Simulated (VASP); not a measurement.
# Pb (Fm-3m) in VASP: settings compared

One crystal, Pb, is run at these levels: PBE+D3(BJ), PBEsol; tasks: relaxation of the atoms, relaxation of cell and atoms.

Program: VASP 6.6.1. These are calculated values, not measurements. Logs are shortened: lines on timing, memory, paths and dates and some standing lists are left out, and cuts for length are marked.

**1. The crystal as given**

The structure is cubic, space group Fm-3m (No. 225). The conventional cell has a = 4.950 Å, b = 4.950 Å, c = 4.950 Å, α = 90.00°, β = 90.00°, γ = 90.00°. Around Pb (site symmetry m-3m) lie 12 Pb at 3.50 Å.

**2. Relaxation of the atoms, PBE+D3(BJ) (a relaxed cell with its volume scaled by 1.04)**

Contents of INCAR:

```
SYSTEM = Pb
PREC = Accurate ; ENCUT = 600
EDIFF = 1E-7 ; ISMEAR = 1
SIGMA = 0.1 ; LREAL = .False.
LASPH = .True. ; NELM = 80
ALGO = Fast ; ISIF = 2
LWAVE = .False. ; LCHARG = .False.
GGA = PE ; IVDW = 12
IBRION = 2 ; NSW = 40
EDIFFG = -0.01
```

Contents of KPOINTS:

```
Automatic mesh
0
Gamma
  14 14 14
  0 0 0
```

Contents of POSCAR:

```
Pb                                      
1.0
    0.0000000000      2.5115697422      2.5115697422
    2.5115697422      0.0000000000      2.5115697422
    2.5115697422      2.5115697422      0.0000000000
  Pb            
     1
Direct
     1.0000000000000000    0.0000000000000000    1.0000000000000000
```

Potentials or basis: VASP PAW PBE potentials, release 64 (Pb_d).

On the command line:

```bash
$ cat potpaw_PBE.64/Pb_d/POTCAR > POTCAR
$ mpirun -np 1 vasp_std > vasp.out
```

OUTCAR:

```text
SYSTEM = Pb
   PREC = Accurate
   ENCUT = 600
   EDIFF = 1E-7
   ISMEAR = 1
   LREAL = .False.
   LASPH = .True.
   NELM = 80
   ISIF = 2
   GGA = PE
   IVDW = 12
   IBRION = 2
   NSW = 40
   EDIFFG = -0.01
 IVDW          = 12

 ion  position               nearest neighbor table
   1  0.000  0.000  0.000-

  LATTYP: Found a face centered cubic cell.
 ALAT       =     5.0231394844

  Lattice vectors:

 A1 = (   0.0000000000,   2.5115697422,   2.5115697422)
 A2 = (   2.5115697422,   0.0000000000,   2.5115697422)
 A3 = (   2.5115697422,   2.5115697422,   0.0000000000)

Analysis of symmetry for initial positions (statically):
=====================================================================
 Subroutine PRICEL returns:
 Original cell was already a primitive cell.

 Routine SETGRP: Setting up the symmetry group for a
 face centered cubic supercell.

 Subroutine GETGRP returns: Found 48 space group operations
 (whereof 48 operations were pure point group operations)
 out of a pool of 48 trial point group operations.

The static configuration has the point symmetry O_h .

Analysis of symmetry for dynamics (positions and initial velocities):
=====================================================================
 Subroutine PRICEL returns:
 Original cell was already a primitive cell.

 Routine SETGRP: Setting up the symmetry group for a
 face centered cubic supercell.

 Subroutine GETGRP returns: Found 48 space group operations
 (whereof 48 operations were pure point group operations)
 out of a pool of 48 trial point group operations.

The dynamic configuration has the point symmetry O_h .

 Subroutine INISYM returns: Found 48 space group operations
 (whereof 48 operations are pure point group operations),
 and found     1 'primitive' translations

----------------------------------------------------------------------------------------

                                     Primitive cell

  volume of cell :      31.6859

  direct lattice vectors                    reciprocal lattice vectors
     0.000000000  2.511569742  2.511569742    -0.199078684  0.199078684  0.199078684
     2.511569742  0.000000000  2.511569742     0.199078684 -0.199078684  0.199078684
     2.511569742  2.511569742  0.000000000     0.199078684  0.199078684 -0.199078684

  length of vectors
     3.551895992  3.551895992  3.551895992     0.344814396  0.344814396  0.344814396

  position of ions in fractional coordinates (direct lattice)
     0.000000000  0.000000000  0.000000000

  ion indices of the primitive-cell ions
   primitive index   ion index
                 1           1

----------------------------------------------------------------------------------------

 KPOINTS: Automatic mesh

Automatic generation of k-mesh.
 Grid dimensions read from file:
 generate k-points for:   14   14   14

 Generating k-lattice:

  Cartesian coordinates                     Fractional coordinates (reciprocal lattice)
    -0.014219906  0.014219906  0.014219906     0.071428571  0.000000000  0.000000000
     0.014219906 -0.014219906  0.014219906     0.000000000  0.071428571  0.000000000
     0.014219906  0.014219906 -0.014219906     0.000000000  0.000000000  0.071428571

  Length of vectors
     0.024629600  0.024629600  0.024629600

  Shift w.r.t. Gamma in fractional coordinates (k-lattice)
     0.000000000  0.000000000  0.000000000

 Subroutine IBZKPT returns following result:
 ===========================================

 Found    104 irreducible k-points:

 Following reciprocal coordinates:
            Coordinates               Weight
  0.000000  0.000000  0.000000      1.000000
  0.071429  0.000000  0.000000      8.000000
  0.142857  0.000000  0.000000      8.000000
  0.214286  0.000000  0.000000      8.000000
  0.285714  0.000000  0.000000      8.000000
  0.357143  0.000000  0.000000      8.000000
[... 16 lines left out ...]
  0.214286  0.142857  0.000000     24.000000
  0.285714  0.142857  0.000000     24.000000
 [... further k-points ...]
   k-points           NKPTS =    104   k-points in BZ     NKDIM =    104   number of bands    NBANDS=     11
   number of dos      NEDOS =    301   number of ions     NIONS =      1
   total plane-waves  NPLWV =  21952
   dimension x,y,z NGX =    28 NGY =   28 NGZ =   28
   dimension x,y,z NGXF=    56 NGYF=   56 NGZF=   56
   ions per type =               1
   NGX,Y,Z   is equivalent  to a cutoff of  13.11, 13.11, 13.11 a.u.
   NGXF,Y,Z  is equivalent  to a cutoff of  26.21, 26.21, 26.21 a.u.
 SYSTEM =  Pb
   PREC   = accura    normal or accurate (medium, high low for compatibility)
   ISTART =      0    job   : 0-new  1-cont  2-samecut
   ICHARG =      2    charge: 1-file 2-atom 10-const
   ISPIN  =      1    spin polarized calculation?
   LNONCOLLINEAR =      F non collinear calculations
   LSORBIT =      F    spin-orbit coupling
   LASPH  =      T    aspherical Exc in radial PAW
   ENCUT  =  600.0 eV  44.10 Ry    6.64 a.u.   7.09  7.09  7.09*2*pi/ulx,y,z
   NELM   =     80;   NELMIN=  2; NELMDL= -5     # of ELM steps
   EDIFF  = 0.1E-06   stopping-criterion for ELM
   LREAL  =      F    real-space projection
   EDIFFG = -.1E-01   stopping-criterion for IOM
   NSW    =     40    number of steps for IOM
   IBRION =      2    ionic relax: 0-MD 1-quasi-New 2-CG
   NFREE  =      1    steps in history (QN), initial steepest desc. (CG)
   ISIF   =      2    stress and relaxation
   ISYM   =      2    0-nonsym 1-usesym 2-fastsym
   POTIM  = 0.5000    time-step for ionic-motion
   TEBEG  =    0.0;   TEEND  =   0.0 temperature during run
   PSTRESS=    0.0 pullay stress
   NELECT =      14.0000    total number of electrons
   NUPDOWN=      -1.0000    fix difference up-down
   EMIN   =  10.00;   EMAX   =-10.00  energy-range for DOS
   EFERMI =   0.00;   METHOD = LEGACY
   ISMEAR =     1;   SIGMA  =   0.10  broadening in eV -4-tet -1-fermi 0-gaus
   EFERMI_NEDOS =   21; number of points for ismear=-14 and -15
   IALGO  =     68    algorithm
   IMIX   =      4    mixing-type and parameters
     AMIX     =   0.40;   BMIX     =  1.00
     AMIX_MAG =   1.60;   BMIX_MAG =  1.00
  volume/ion in A,a.u.               =      31.69       213.83
  Fermi-wavevector in a.u.,A,eV,Ry     =   1.246892  2.356285 21.153527  1.554740
  Thomas-Fermi vector in A             =   2.381049
   LORBIT       =      0    0 simple, 1 ext, 2 COOP (PROOUT), +10 PAW based schemes
   GGA     = PE    functional components
   LHFCALC =     F    Hartree Fock is set to
   AEXX    =    0.0000 exact exchange contribution
   IVDW    =    12    specifies the selected vdW correction
   LEPSILON=     F    determine dielectric tensor
   LRPA    =     F    only Hartree local field effects (RPA)
 conjugate gradient relaxation of ions
 non-spin polarized calculation
 RMM-DIIS sequential band-by-band and
 Methfessel and Paxton  Order N= 1 SIGMA  =   0.10
  energy-cutoff  :      600.00
  volume of cell :       31.69
 maximum number of plane-waves:      1071
   NGX = 15   NGY = 15   NGZ = 15

 number of electron      14.0000002 magnetization

 Free energy of the ion-electron system (eV)
  ---------------------------------------------------
  ext. energy  EPLUGINS =         0.00000000
  ---------------------------------------------------
  free energy    TOTEN  =        -3.56729321 eV

  energy without entropy =       -3.56723932  energy(sigma->0) =       -3.56727525

 E-fermi :   6.8081     XC(G=0):  -9.9755

 val. band max:        6.7801715570   @ k =   0.3571   0.2143   0.0000
 cond. band min:       6.8204409691   @ k =   0.3571   0.2857   0.0000
 fundamental gap:      0.0402694121
 Fermi energy:         6.8080915850

 k-point     1 :       0.0000    0.0000    0.0000
  band No.  band energies     occupation
      1     -10.2452      2.00000
      2     -10.2452      2.00000
      3     -10.2452      2.00000
      4     -10.1231      2.00000
      5     -10.1231      2.00000
      6      -4.6649      2.00000
      7      13.8733      0.00000
      8      13.8733      0.00000
      9      13.8733      0.00000
     10      16.5320      0.00000
     11      17.5810      0.00000

 k-point     2 :       0.0714    0.0000    0.0000
  band No.  band energies     occupation
      1     -10.2452      2.00000
      2     -10.2387      2.00000
      3     -10.2387      2.00000
      4     -10.1235      2.00000
      5     -10.1235      2.00000
      6      -4.5711      2.00000
      7      12.7268      0.00000
      8      13.7558      0.00000
      9      13.7558      0.00000
     10      16.2630      0.00000
     11      18.1544      0.00000

 k-point     3 :       0.1429    0.0000    0.0000
  band No.  band energies     occupation
      1     -10.2457      2.00000
      2     -10.2239      2.00000
      3     -10.2239      2.00000
      4     -10.1210      2.00000
      5     -10.1210      2.00000
      6      -4.2901      2.00000
      7      10.6468      0.00000
      8      13.4570      0.00000
      9      13.4570      0.00000
     10      15.9168      0.00000
     11      19.1337      0.00000

 k-point     4 :       0.2143    0.0000    0.0000
  band No.  band energies     occupation
      1     -10.2481      2.00000
      2     -10.2140      2.00000
      3     -10.2140      2.00000
      4     -10.1056      2.00000
      5     -10.1056      2.00000
      6      -3.8249      2.00000
      7       8.5079     -0.00000
      8      13.0800      0.00000
      9      13.0800      0.00000
     10      15.6675      0.00000
     11      18.5795      0.00000
[... 239 lines left out ...]
 k-point    22 :       0.1429    0.1429    0.0000
  band No.  band energies     occupation
      1     -10.2720      2.00000
      2     -10.1967      2.00000
      3     -10.1967      2.00000
      4     -10.1519      2.00000
      5     -10.1028      2.00000
      6      -4.1654      2.00000
      7      11.4774      0.00000
      8      12.2648      0.00000
      9      12.2648      0.00000
     10      15.2799      0.00000
     11      17.1416      0.00000

 k-point    23 :       0.2143    0.1429    0.0000
  band No.  band energies     occupation
      1     -10.2799      2.00000
      2     -10.1828      2.00000
      3     -10.1764      2.00000
      4     -10.1558      2.00000
      5     -10.0888      2.00000
      6      -3.8239      2.00000
      7       9.8702      0.00000
      8      11.7374      0.00000
      9      12.0018      0.00000
     10      15.2895      0.00000
     11      16.2884      0.00000

 k-point    24 :       0.2857    0.1429    0.0000
  band No.  band energies     occupation
      1     -10.2798      2.00000
      2     -10.1939      2.00000
      3     -10.1696      2.00000
      4     -10.1322      2.00000
      5     -10.0620      2.00000
      6      -3.3038      2.00000
      7       7.9390     -0.00000
      8      11.3413      0.00000
      9      11.5362      0.00000
     10      15.1161      0.00000
     11      16.6328      0.00000

 [... further k-points ...]

------------------------ aborting loop because EDIFF is reached ----------------------------------------

 Edisp (eV)   -0.39177

 E8    (eV) :    -0.1986

  FORCE on cell =-STRESS in cart. coord.  units (eV):
  Direction    XX          YY          ZZ          XY          YZ          ZX
  --------------------------------------------------------------------------------------
  -------------------------------------------------------------------------------------
  Total      -0.30411    -0.30411    -0.30411    -0.00000     0.00000     0.00000
  in kB     -15.37713   -15.37713   -15.37713    -0.00000     0.00000     0.00000
  external pressure =      -15.38 kB  Pullay stress =        0.00 kB

 VOLUME and BASIS-vectors are now :
 -----------------------------------------------------------------------------
  energy-cutoff  :      600.00
  volume of cell :       31.69
      direct lattice vectors                 reciprocal lattice vectors
     0.000000000  2.511569742  2.511569742    -0.199078684  0.199078684  0.199078684
     2.511569742  0.000000000  2.511569742     0.199078684 -0.199078684  0.199078684
     2.511569742  2.511569742  0.000000000     0.199078684  0.199078684 -0.199078684

 POSITION                                       TOTAL-FORCE (eV/Angst)
 -----------------------------------------------------------------------------------
      0.00000      0.00000      0.00000         0.000000     -0.000000      0.000000
 -----------------------------------------------------------------------------------
    total drift:                               -0.000000     -0.000000     -0.000000

  FREE ENERGIE OF THE ION-ELECTRON SYSTEM (eV)
  ---------------------------------------------------
  free  energy   TOTEN  =        -3.9590653470 eV

  energy  without entropy=       -3.9590114580  energy(sigma->0) =       -3.95904738

 reached required accuracy - stopping structural energy minimisation
```

Run time: 27 s. Hardware: 1 thread of Intel Xeon 6975P-C (Granite Rapids), shared host; peak memory 0.18 GiB.

Results:

```
Free energy                : -3.9591 eV
Pressure after relaxing    : -1.5 GPa
Band gap on the k mesh     : none (metal or under the smearing width)
Dispersion energy per atom : -0.392 eV
```

Final structure:
```yaml
crystal:
  lattice:
    - [0.00000, 2.51157, 2.51157]
    - [2.51157, 0.00000, 2.51157]
    - [2.51157, 2.51157, 0.00000]
  atoms:
    - { symbol: Pb, position: [0.00000, 0.00000, 0.00000] }
```

Caveat: the relaxation stopped at its first step, so nothing moved; pairwise dispersion overbinds metals, which lowers pressure and volume. Spin-orbit coupling is left out, which matters for the levels of Pb.

(Continued in part 2 of 2.)
